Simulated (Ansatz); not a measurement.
# Zr: energy along a strain

Zr, P6_3/mmc, a = 3.232 Å, c = 5.147 Å (as given, not relaxed at this level: 0.5 GPa). Ansatz: PBE, PAW, 420 eV, Γ-centred 18×18×10 mesh on 2 atoms, Gaussian smearing 0.15 eV; no spin polarisation. Cell vectors (Å): 3.232 0.000 0.000; -1.616 2.799 0.000; 0.000 0.000 5.147. The cell is strained by x per cent times the pattern (0 1 0 0 0 0) in the order xx yy zz yz xz xy (engineering shears), with fractional coordinates held. y is the free energy over the start, V0 = 23.281 Å³/atom.

| x (%) | y (meV/atom) |
| --- | --- |
| -4.00 | 20.59 |
| -3.00 | 11.80 |
| -2.00 | 5.48 |
| -1.00 | 1.57 |
| 0.00 | 0.00 |
| 1.00 | ? |
| 2.00 | 3.43 |
| 3.00 | 8.21 |
| 3.50 | 11.32 |
| 4.00 | 14.87 |

Question: Fit y = c1 x + c2 x² + c3 x³ to the other rows, get the stiffness along the pattern, and predict the missing energy.

Answer: Least squares on the rows shown. y = −0.44548 x + 1.1094 x² − 0.016818 x³. The clamped-ion stiffness p·C·p = 2 × 11.09 eV × 160.2 / 23.281 Å³ = 153 GPa, which is C22 in these axes (second derivative at the start, which stands under stress). At x = 1.00 the fit asked for gives 0.65 meV/atom. The run gave 0.66 meV/atom, so the fit is 0.01 meV/atom too low, within the rms miss on the fitted rows (0.02 meV/atom).